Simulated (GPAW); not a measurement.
# ZrN: band structure with optB88-vdW

The system is ZrN.

```
Zr N
1.0
     0.00000    2.30000    2.30000
     2.30000    0.00000    2.30000
     2.30000    2.30000    0.00000
Zr N
1 1
Direct
  0.50000 0.50000 0.50000
  0.00000 0.00000 0.00000
```

* Program: GPAW 26.7.0
* Task: band structure
* Functional: optB88-vdW
* Potentials or basis: GPAW PAW data sets (gpaw-data 1.2.1)
* Cutoff: 800 eV
* Basis: pw
* k mesh: 8 × 8 × 8
* Occupations: fermi-dirac, width 0.05 eV
* Spin: spin-orbit coupling, no magnetisation
* Maxiter: 150
* older calculator (legacy_gpaw): yes
* Band path: GXWKGLUWLK,UX
* Band points: 80
* spin axis theta (degrees): 0
* spin axis phi (degrees): 0
* Soc after scf: second variation

The band gap along the path is none (metal or under the smearing width).

Levels at the corners of the path, in eV from the Fermi level:
```csv
point,band 14,band 15,band 16,band 17,band 18,band 19
Γ,-2.65,-2.65,-2.65,-0.43,-0.43,-0.43
X,-3.37,-3.22,-3.22,-3.12,-3.12,3.25
W,-4.79,-4.63,-4.63,0.97,0.97,1.01
K,-4.72,-4.43,-4.43,-0.69,-0.69,3.28
Γ,-2.65,-2.65,-2.65,-0.43,-0.43,-0.43
L,-5.63,-5.62,-5.62,2.88,2.88,2.92
U,-4.72,-4.43,-4.43,-0.69,-0.69,3.28
W,-4.79,-4.63,-4.63,0.97,0.97,1.01
L,-5.63,-5.62,-5.62,2.88,2.88,2.92
K,-4.72,-4.43,-4.43,-0.69,-0.69,3.28
U,-4.72,-4.43,-4.43,-0.69,-0.69,3.28
X,-3.37,-3.22,-3.22,-3.12,-3.12,3.25
```

Run time: 42 s on 1 thread of Arm Neoverse V2 (shared host), peak memory 0.32 GiB.

Caveat: spin-orbit coupling was added after a scalar SCF, so levels and gaps hold it while energy, forces, pressure and moments don't; this program's spin-orbit splittings come out too wide for heavy elements.
